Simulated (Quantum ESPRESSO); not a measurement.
A run of Quantum ESPRESSO 7.5 is set up as follows.

The input pw.in:

```
&CONTROL
  calculation = 'vc-relax'
  prefix = 'pwscf'
  outdir = './tmp'
  pseudo_dir = './pseudo'
  tprnfor = .true.
  tstress = .true.
  disk_io = 'low'
  nstep = 40
  forc_conv_thr = 0.0004
  etot_conv_thr = 1d-05
/
&SYSTEM
  ibrav = 0
  nat = 3
  ntyp = 2
  ecutwfc = 52
  ecutrho = 414
  nbnd = 20
  occupations = 'smearing'
  smearing = 'fd'
  degauss = 0.00367493
/
&ELECTRONS
  conv_thr = 6d-10
  electron_maxstep = 120
  mixing_beta = 0.5
/
&IONS
  ion_dynamics = 'bfgs'
/
&CELL
  cell_dynamics = 'bfgs'
  press = 50
  press_conv_thr = 0.3
/
ATOMIC_SPECIES
Mo    95.9500 mo_pbesol_v1.uspp.F.UPF
S     32.0600 s_pbesol_v1.4.uspp.F.UPF
CELL_PARAMETERS angstrom
   3.2274645616    0.0000000000    0.0000000000
  -1.6137322808    2.7950663001    0.0000000000
   0.0000000000    0.0000000000    6.3124734200
ATOMIC_POSITIONS crystal
Mo     0.0000000000    0.0000000000    0.5000000000
S      0.6666666667    0.3333333333    0.7446806800
S      0.3333333333    0.6666666667    0.2553193200
K_POINTS automatic
9 9 4 0 0 0
```

Potentials or basis: GBRV 1.5 PBEsol.

The run is started by

```sh
$ OMP_NUM_THREADS=1 mpirun -n 2 pw.x -nk 2 -in pw.in > pw.out
```

Q: Estimate the space group after relaxing (to 0.05 Å).

A: P-3m1 (No. 164).

Q: Predict the relaxed volume.

A: 15.68 Å³/atom.

Step by step:
```
step  energy change (eV)  largest force (eV/Å)  pressure (GPa)  volume (Å³)
   1              0.0000                0.0031           -3.66        56.94
   2             -0.0169                0.6989            2.48        54.47
   3             -0.0119                0.8584            5.67        52.62
   4             -0.0014                0.5882            7.07        50.55
   5              0.0005                0.1955            5.77        50.01
   6             -0.0118                0.0484            4.41        50.13
   7             -0.0179                0.0404            3.64        50.01
   8             -0.0212                0.1044            3.17        49.72
   9             -0.0216                0.1524            2.98        49.20
  10             -0.0179                0.1746            3.21        48.41
  11             -0.0007                0.1165            4.08        47.27
  12              0.0067                0.0582            4.58        47.01
  13              0.0049                0.0350            4.70        47.06
  14              0.0051                0.0013            4.98        47.05
```

Caveat: the volume moved by over 15 % at a fixed basis, so the end points are rough; this functional lacks dispersion, which binds the layers, so the pressure and a relaxed spacing across them are unreliable.
